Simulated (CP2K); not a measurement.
Runs of CP2K 2026.2 on Sc. Symmetry: P6_3/mmc, No. 194, hexagonal system. The conventional cell has a = 3.309 Å, b = 3.309 Å, c = 5.273 Å, α = 90.00°, β = 90.00°, γ = 120.00°. Around Sc (site symmetry -6m2) lie 12 Sc at 3.26 to 3.31 Å. 

```tsv
task	level	potentials or basis	cell	k mesh	smearing	EPS_DEFAULT	NGRIDS	EXTRAPOLATION	basis sets	potentials	gap on the mesh (eV)	pressure (GPa)
relaxation of cell and atoms	PBEsol	POTENTIAL_UZH Sc GTH-PBE-q11; TZVP-MOLOPT-PBE-GTH basis	relaxed	7 × 7 × 4	fermi-dirac 0.05 eV	1.0E-10	4	USE_PREV_P	Sc TZVP-MOLOPT-PBE-GTH-q11	Sc GTH-PBE-q11 of POTENTIAL_UZH	none	0.0
band structure	LDA	GTH_POTENTIALS Sc GTH-PADE-q11; TZVP-MOLOPT-PBE-GTH basis	as given	9 × 9 × 5	fermi-dirac 0.1 eV	1.0E-10	4	-	Sc TZVP-MOLOPT-PBE-GTH-q11	Sc GTH-PADE-q11 of GTH_POTENTIALS	none	-5.1
single point	PBE	POTENTIAL_UZH Sc GTH-PBE-q11; TZVP-MOLOPT-PBE-GTH basis	as given	9 × 9 × 5	gaussian 0.1 eV	1.0E-10	5	-	Sc TZVP-MOLOPT-PBE-GTH-q11	Sc GTH-PBE-q11 of POTENTIAL_UZH	none	-0.8
single point	PBE	POTENTIAL_UZH Sc GTH-PBE-q11; TZVP-MOLOPT-PBE-GTH basis	as given	9 × 9 × 5	fermi-dirac 0.05 eV	1.0E-10	5	-	Sc TZVP-MOLOPT-PBE-GTH-q11	Sc GTH-PBE-q11 of POTENTIAL_UZH	none	-0.8
band structure	PBEsol	POTENTIAL_UZH Sc GTH-PBE-q11; TZVP-MOLOPT-PBE-GTH basis	as given	9 × 9 × 5	fermi-dirac 0.05 eV	1.0E-9	4	-	Sc TZVP-MOLOPT-PBE-GTH-q11	Sc GTH-PBE-q11 of POTENTIAL_UZH	none	-2.8
band structure	PBE	POTENTIAL_UZH Sc GTH-PBE-q11; TZVP-MOLOPT-PBE-GTH basis	as given	9 × 9 × 5	fermi-dirac 0.0259 eV	1.0E-9	5	-	Sc TZVP-MOLOPT-PBE-GTH-q11	Sc GTH-PBE-q11 of POTENTIAL_UZH	none	-0.8
band structure	r2SCAN	POTENTIAL_UZH Sc GTH-SCAN-q11; TZVP-MOLOPT-SCAN-GTH basis	as given	9 × 9 × 5	fermi-dirac 0.05 eV	1.0E-9	4	-	Sc TZVP-MOLOPT-SCAN-GTH-q11	Sc GTH-SCAN-q11 of POTENTIAL_UZH	none	(a)
```

Alike in all rows: no spin polarisation.

Q: Estimate the missing entries.

A: (a) -0.7.

Caveats: the basis of atomic orbitals isn't converged, which shifts pressures, moduli and gaps; the potentials were made for another functional, which shifts forces and pressure (some runs); the printed path begins after the first move (some runs).

A k mesh can miss the band edges.

A gap of «none» marks a metal or a gap under the smearing width.

Not every run made on this cell is shown here.
